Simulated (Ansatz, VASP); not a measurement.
Two plane-wave programs on MgS

```
Mg S
1.0
     0.00000    2.60165    2.60165
     2.60165    0.00000    2.60165
     2.60165    2.60165    0.00000
Mg S
1 1
Direct
  0.00000 0.82703 0.00000
  0.50000 0.50000 0.50000
```

Alike in both runs: task single point; functional PBE; k mesh 8 × 8 × 8; occupations gaussian, width 0.05 eV; no spin polarisation.

|  | VASP | Ansatz |
| --- | --- | --- |
| version | VASP 6.6.1 | Ansatz 0.2.0 |
| potentials or method | VASP PAW PBE potentials, release 64 (Mg, S) | scalar-relativistic, plane waves, PAW |
| plane-wave cutoff (eV) | 520 | 420 |
| valence electrons in the cell | 8 | 16 |

Ansatz gave:

| Property | Result |
| --- | --- |
| gap on the k mesh at the Fermi level (eV) | 2.89 |
| least direct gap on the mesh (eV) | 3.63 |
| pressure (GPa) | 14.4 |
| largest component of the traceless stress (GPa) | 15.66 |
| rms of the force components (eV/Å) | 1.508 |

What did VASP give for the same quantities?

gap on the k mesh at the Fermi level (eV): 2.88; least direct gap on the mesh (eV): 3.62; pressure (GPa): 14.3; largest component of the traceless stress (GPa): 15.76; rms of the force components (eV/Å): 1.515.

Atom by atom the forces differ by 0.007 eV/Å (rms over components). The two sets of potentials don't hold the same shells in valence.

Caveats: forces of over 1 eV/Å show positions far from the minimum, so gaps and moduli don't describe the material at rest. A k mesh can miss the band edges.
